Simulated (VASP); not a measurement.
# MoSe2 in VASP: phonons with LDA

Aim: the phonons of MoSe2 with LDA.

Everything below comes from runs of VASP 6.6.1. Logs are shortened: lines on timing, memory, paths and dates and some standing lists are left out, and cuts for length are marked.

**1. The structure**

The cell holds a slab with vacuum, 12 atoms: a = 3.250 Å, b = 3.250 Å, c = 40.575 Å, α = 90.00°, β = 90.00°, γ = 120.00°.

**2. Phonons, LDA**

The input, POSCAR:

```
MoSe2
1.0
    3.2504200342      0.0000000000      0.0000000000
   -1.6252100171      2.8149463249      0.0000000000
    0.0000000000      0.0000000000     40.5750000000
  Se              Mo
     8     4
Direct
     0.3333333300000021    0.6666666699999979    0.2231918664003268
     0.3333333300000021    0.6666666699999979    0.3049966764439448
     0.6666666699999979    0.3333333300000021    0.3803034055166030
     0.6666666699999979    0.3333333300000021    0.4621928297715624
     0.3333333300000021    0.6666666699999979    0.5378071702284376
     0.3333333300000021    0.6666666699999979    0.6196965944833970
     0.6666666699999979    0.3333333300000021    0.6950033235560551
     0.6666666699999979    0.3333333300000021    0.7768081335996733
     0.6666666699999979    0.3333333300000021    0.2640421570493693
     0.3333333300000021    0.6666666699999979    0.4212487843116390
     0.6666666699999979    0.3333333300000021    0.5787512156883610
     0.3333333300000021    0.6666666699999979    0.7359578429506307
```

The input, INCAR.step1:

```
SYSTEM = MoSe2
  PREC = Accurate
  ENCUT = 600
  EDIFF = 1E-8
  ISMEAR = 0
  SIGMA = 0.03
  LREAL = .False.
  LASPH = .True.
  NELM = 80
  ALGO = Normal
  ISIF = 2
  LWAVE = .False.
  LCHARG = .False.
  LATTICE_CONSTRAINTS = .TRUE. .TRUE. .FALSE.
  KPAR = 8
  IBRION = 2
  NSW = 40
  EDIFFG = -0.002
```

The input, INCAR.step2:

```
SYSTEM = MoSe2
  PREC = Accurate
  ENCUT = 600
  EDIFF = 1E-8
  ISMEAR = 0
  SIGMA = 0.03
  LREAL = .False.
  LASPH = .True.
  NELM = 80
  ALGO = Normal
  ISIF = 2
  LWAVE = .False.
  LCHARG = .False.
  LATTICE_CONSTRAINTS = .TRUE. .TRUE. .FALSE.
  KPAR = 8
  IBRION = 6
  NFREE = 2
  POTIM = 0.015
  NSW = 1
```

The input, KPOINTS:

```
regular mesh
0
Gamma
  12 12 1
  0 0 0
```

Potentials or basis: VASP PAW LDA potentials, release 64 (Se, Mo_sv).

Run with:

```sh
$ cat potpaw_LDA.64/Se/POTCAR potpaw_LDA.64/Mo_sv/POTCAR > POTCAR
$ cp INCAR.step1 INCAR
$ mpirun -np 8 vasp_std > vasp.out
$ cp CONTCAR POSCAR
$ cp INCAR.step2 INCAR
$ mpirun -np 8 vasp_std > vasp.out
```

OUTCAR:

```text
SYSTEM = MoSe2
   PREC = Accurate
   ENCUT = 600
   EDIFF = 1E-8
   ISMEAR = 0
   LREAL = .False.
   LASPH = .True.
   NELM = 80
   ISIF = 2
   IBRION = 6
   NFREE = 2
   POTIM = 0.015
   NSW = 1

 ion  position               nearest neighbor table
   1  0.333  0.667  0.223-   9 2.50   9 2.50   9 2.50
   2  0.333  0.667  0.305-   9 2.51   9 2.51   9 2.51
   3  0.667  0.333  0.380-  10 2.51  10 2.51  10 2.51
   4  0.667  0.333  0.462-  10 2.51  10 2.51  10 2.51
   5  0.333  0.667  0.538-  11 2.51  11 2.51  11 2.51
   6  0.333  0.667  0.620-  11 2.51  11 2.51  11 2.51
   7  0.667  0.333  0.695-  12 2.51  12 2.51  12 2.51
   8  0.667  0.333  0.777-  12 2.50  12 2.50  12 2.50
   9  0.667  0.333  0.264-   1 2.50   1 2.50   1 2.50   2 2.51   2 2.51   2 2.51
  10  0.333  0.667  0.421-   3 2.51   3 2.51   3 2.51   4 2.51   4 2.51   4 2.51
  11  0.667  0.333  0.579-   6 2.51   6 2.51   6 2.51   5 2.51   5 2.51   5 2.51
  12  0.333  0.667  0.736-   8 2.50   8 2.50   8 2.50   7 2.51   7 2.51   7 2.51

  LATTYP: Found a hexagonal cell.
 ALAT       =     3.2504200342
 C/A-ratio  =    12.4830020653

  Lattice vectors:

 A1 = (   3.2504200342,   0.0000000000,   0.0000000000)
 A2 = (  -1.6252100171,   2.8149463249,   0.0000000000)
 A3 = (   0.0000000000,   0.0000000000,  40.5750000000)

Analysis of symmetry for initial positions (statically):
=====================================================================
 Subroutine PRICEL returns:
 Original cell was already a primitive cell.

 Routine SETGRP: Setting up the symmetry group for a
 hexagonal supercell.

 Subroutine GETGRP returns: Found 12 space group operations
 (whereof 12 operations were pure point group operations)
 out of a pool of 24 trial point group operations.

The static configuration has the point symmetry D_3d.

Analysis of symmetry for dynamics (positions and initial velocities):
=====================================================================
 Subroutine PRICEL returns:
 Original cell was already a primitive cell.

 Routine SETGRP: Setting up the symmetry group for a
 hexagonal supercell.

 Subroutine GETGRP returns: Found 12 space group operations
 (whereof 12 operations were pure point group operations)
 out of a pool of 24 trial point group operations.

The dynamic configuration has the point symmetry D_3d.

 Subroutine INISYM returns: Found 12 space group operations
 (whereof 12 operations are pure point group operations),
 and found     1 'primitive' translations

----------------------------------------------------------------------------------------

                                     Primitive cell

  volume of cell :     371.2514

  direct lattice vectors                    reciprocal lattice vectors
     3.250420034  0.000000000  0.000000000     0.307652546  0.177623280  0.000000000
    -1.625210017  2.814946325  0.000000000     0.000000000  0.355246561  0.000000000
     0.000000000  0.000000000 40.575000000     0.000000000  0.000000000  0.024645718

  length of vectors
     3.250420034  3.250420036 40.575000000     0.355246561  0.355246561  0.024645718

  position of ions in fractional coordinates (direct lattice)
     0.333333330  0.666666670  0.223192583
     0.333333330  0.666666670  0.304997450
     0.666666670  0.333333330  0.380307299
     0.666666670  0.333333330  0.462192879
     0.333333330  0.666666670  0.537807121
     0.333333330  0.666666670  0.619692701
     0.666666670  0.333333330  0.695002550
     0.666666670  0.333333330  0.776807417
     0.666666670  0.333333330  0.264044402
     0.333333330  0.666666670  0.421249293
     0.666666670  0.333333330  0.578750707
     0.333333330  0.666666670  0.735955598

  ion indices of the primitive-cell ions
   primitive index   ion index
                 1           1
                 2           2
                 3           3
                 4           4
                 5           5
                 6           6
                 7           7
                 8           8
                 9           9
                10          10
                11          11
                12          12

----------------------------------------------------------------------------------------
[... 47 lines left out ...]
   number of dos      NEDOS =    301   number of ions     NIONS =     12
   total plane-waves  NPLWV = 254016
   dimension x,y,z NGX =    28 NGY =   28 NGZ =  324
   dimension x,y,z NGXF=    56 NGYF=   56 NGZF=  648
   ions per type =               8   4
   NGX,Y,Z   is equivalent  to a cutoff of  14.32, 14.32, 13.28 a.u.
   NGXF,Y,Z  is equivalent  to a cutoff of  28.64, 28.64, 26.55 a.u.
 SYSTEM =  MoSe2
   PREC   = accura    normal or accurate (medium, high low for compatibility)
   ISTART =      0    job   : 0-new  1-cont  2-samecut
   ICHARG =      2    charge: 1-file 2-atom 10-const
   ISPIN  =      1    spin polarized calculation?
   LNONCOLLINEAR =      F non collinear calculations
   LSORBIT =      F    spin-orbit coupling
   LASPH  =      T    aspherical Exc in radial PAW
   ENCUT  =  600.0 eV  44.10 Ry    6.64 a.u.   6.49  6.49 81.04*2*pi/ulx,y,z
   NELM   =     80;   NELMIN=  2; NELMDL=  0     # of ELM steps
   EDIFF  = 0.1E-07   stopping-criterion for ELM
   LREAL  =      F    real-space projection
   EDIFFG = 0.1E-06   stopping-criterion for IOM
   NSW    =    181    number of steps for IOM
   IBRION =      6    ionic relax: 0-MD 1-quasi-New 2-CG
   NFREE  =      2    steps in history (QN), initial steepest desc. (CG)
   ISIF   =      2    stress and relaxation
   ISYM   =      2    0-nonsym 1-usesym 2-fastsym
   POTIM  = 0.0150    time-step for ionic-motion
   TEBEG  =    0.0;   TEEND  =   0.0 temperature during run
   PSTRESS=    0.0 pullay stress
   NELECT =     104.0000    total number of electrons
   NUPDOWN=      -1.0000    fix difference up-down
   EMIN   =  10.00;   EMAX   =-10.00  energy-range for DOS
   EFERMI =   0.00;   METHOD = LEGACY
   ISMEAR =     0;   SIGMA  =   0.03  broadening in eV -4-tet -1-fermi 0-gaus
   EFERMI_NEDOS =   21; number of points for ismear=-14 and -15
   IALGO  =     38    algorithm
   IMIX   =      4    mixing-type and parameters
     AMIX     =   0.40;   BMIX     =  1.00
     AMIX_MAG =   1.60;   BMIX_MAG =  1.00
  volume/ion in A,a.u.               =      30.94       208.78
  Fermi-wavevector in a.u.,A,eV,Ry     =   1.071182  2.024240 15.611742  1.147431
  Thomas-Fermi vector in A             =   2.206915
   LORBIT       =      0    0 simple, 1 ext, 2 COOP (PROOUT), +10 PAW based schemes
   GGA     = CA    functional components
   LHFCALC =     F    Hartree Fock is set to
   AEXX    =    0.0000 exact exchange contribution
   IVDW    =     0    specifies the selected vdW correction
   LEPSILON=     F    determine dielectric tensor
   LRPA    =     F    only Hartree local field effects (RPA)
 finite differences with symmetry
 non-spin polarized calculation
 Gauss-broadening in eV      SIGMA  =   0.03
  energy-cutoff  :      600.00
  volume of cell :      371.25
 maximum number of plane-waves:     12535
 NGX is ok and might be reduce to    28
   NGX = 13   NGY = 13   NGZ =163

--------------------------------------- Ionic step        1  -------------------------------------------

 number of electron     104.0000017 magnetization

 Free energy of the ion-electron system (eV)
  ---------------------------------------------------
  ext. energy  EPLUGINS =         0.00000000
  ---------------------------------------------------
  free energy    TOTEN  =       -90.42368032 eV

  energy without entropy =      -90.42368032  energy(sigma->0) =      -90.42368032

------------------------ aborting loop because EDIFF is reached ----------------------------------------

  FORCE on cell =-STRESS in cart. coord.  units (eV):
  Direction    XX          YY          ZZ          XY          YZ          ZX
  --------------------------------------------------------------------------------------
  -------------------------------------------------------------------------------------
  Total       -0.0001676     -0.0001676     -0.1340595      0.0000000      0.0000000      0.0000000
  in kB       -0.0007233     -0.0007233     -0.5785487      0.0000000      0.0000000      0.0000000
  external PRESSURE =      -0.1933318 kB  Pullay stress =       0.0000000 kB
[... 119 lines left out ...]
  FREE ENERGIE OF THE ION-ELECTRON SYSTEM (eV)
  ---------------------------------------------------
  free  energy   TOTEN  =       -90.4226813852 eV

  energy  without entropy=      -90.4226813852  energy(sigma->0) =      -90.42268139

[... ionic steps 4 to 22 ...]

--------------------------------------- Ionic step       23  -------------------------------------------

 number of electron     104.0000016 magnetization

------------------------ aborting loop because EDIFF is reached ----------------------------------------
[... 87 lines left out ...]
--------------------------------------- Ionic step       25  -------------------------------------------

 number of electron     104.0000015 magnetization

 Free energy of the ion-electron system (eV)
  ---------------------------------------------------
  ext. energy  EPLUGINS =         0.00000000
  ---------------------------------------------------
  free energy    TOTEN  =       -90.42050342 eV

  energy without entropy =      -90.42050342  energy(sigma->0) =      -90.42050342

 E-fermi :   2.6262     XC(G=0):  -7.2728

 val. band max:        2.3631596352   @ k =   0.0000   0.0000   0.0000
 cond. band min:       3.2353954418   @ k =   0.1667   0.1667   0.0000
 fundamental gap:      0.8722358066
 Fermi energy:         2.6262422710

 k-point     1 :       0.0000    0.0000    0.0000
  band No.  band energies     occupation
      1     -58.4279      2.00000
      2     -58.4222      2.00000
      3     -58.4102      2.00000
      4     -58.3879      2.00000
      5     -32.8200      2.00000
      6     -32.8155      2.00000
[... 1263 lines left out ...]
  FREE ENERGIE OF THE ION-ELECTRON SYSTEM (eV)
  ---------------------------------------------------
  free  energy   TOTEN  =       -90.4205034152 eV

  energy  without entropy=      -90.4205034152  energy(sigma->0) =      -90.42050342

 INTERNAL STRAIN TENSORS FROM DISPLACED ATOMS
 ============================================

 INTERNAL STRAIN TENSOR FOR ION    1 for displacements in x,y,z  (eV/Angst):
          X           Y           Z          XY          YZ          ZX
  --------------------------------------------------------------------------------
  x     0.00000     0.00000     0.00000    -3.68791     0.00000    13.92601
  y    -3.68791     3.68791     0.00000     0.00000    13.92601     0.00000
  z    10.49372    10.49372    28.86919     0.00000     0.00000     0.00000
[... 8 lines left out ...]
 INTERNAL STRAIN TENSOR FOR ION   12 for displacements in x,y,z  (eV/Angst):
          X           Y           Z          XY          YZ          ZX
  --------------------------------------------------------------------------------
  x     0.00000     0.00000     0.00000    -7.22635     0.00000    -0.09972
  y    -7.22635     7.22635     0.00000     0.00000    -0.09972     0.00000
  z     0.04972     0.04972    -0.22036     0.00000     0.00000     0.00000

 Eigenvectors and eigenvalues of the dynamical matrix
   1 f  =   10.737726 THz    67.467125 2PiTHz  358.172000 cm-1    44.407648 meV
   2 f  =   10.732951 THz    67.437117 2PiTHz  358.012692 cm-1    44.387897 meV
   3 f  =   10.684555 THz    67.133041 2PiTHz  356.398402 cm-1    44.187750 meV
   4 f  =   10.669091 THz    67.035873 2PiTHz  355.882555 cm-1    44.123793 meV
   5 f  =    8.692423 THz    54.616105 2PiTHz  289.948024 cm-1    35.948957 meV
   6 f  =    8.692423 THz    54.616105 2PiTHz  289.948024 cm-1    35.948957 meV
[... 25 lines left out ...]
  32 f  =    0.340619 THz     2.140172 2PiTHz   11.361824 cm-1     1.408686 meV
  33 f  =    0.340619 THz     2.140172 2PiTHz   11.361824 cm-1     1.408686 meV
  34 f/i=    0.000609 THz     0.003829 2PiTHz    0.020327 cm-1     0.002520 meV
  35 f/i=    0.000609 THz     0.003829 2PiTHz    0.020327 cm-1     0.002520 meV
  36 f/i=    0.003059 THz     0.019220 2PiTHz    0.102036 cm-1     0.012651 meV

 ELASTIC MODULI CONTR FROM IONIC RELAXATION (kBar)
 Direction    XX          YY          ZZ          XY          YZ          ZX
 --------------------------------------------------------------------------------
 XX        -267.7201   -167.7695   -607.6296      0.0000      3.6033      0.0000
 YY        -167.7695   -267.7201   -607.6296     -0.0000     -3.6033      0.0000
 ZZ        -607.6296   -607.6296  -1716.4545      0.0000      0.0000      0.0000
 XY           0.0000     -0.0000      0.0000    -49.9753      0.0000      3.6033
 YZ           3.6033     -3.6033      0.0000      0.0000   -821.7199     -0.0000
 ZX           0.0000      0.0000      0.0000      3.6033     -0.0000   -821.7213
 --------------------------------------------------------------------------------
```

It took 57 min on 8 MPI ranks of AMD EPYC 9R45 (Zen 5), shared host; peak memory 2.4 GiB.

Results:

```yaml
Highest_phonon_frequency_at_Γ_LO-TO_splitting_left_out: 358 cm⁻¹
```

Phonon frequencies in cm⁻¹ (negative: imaginary):
```csv
q point,frequencies
"(0.000, 0.000, 0.000)",0 0 0 11 11 18 20 20 27 27 32 41 169 169 170 170 170 170 171 171 243 244 245 246 289 289 289 289 290 290 290 290 356 356 358 358
```
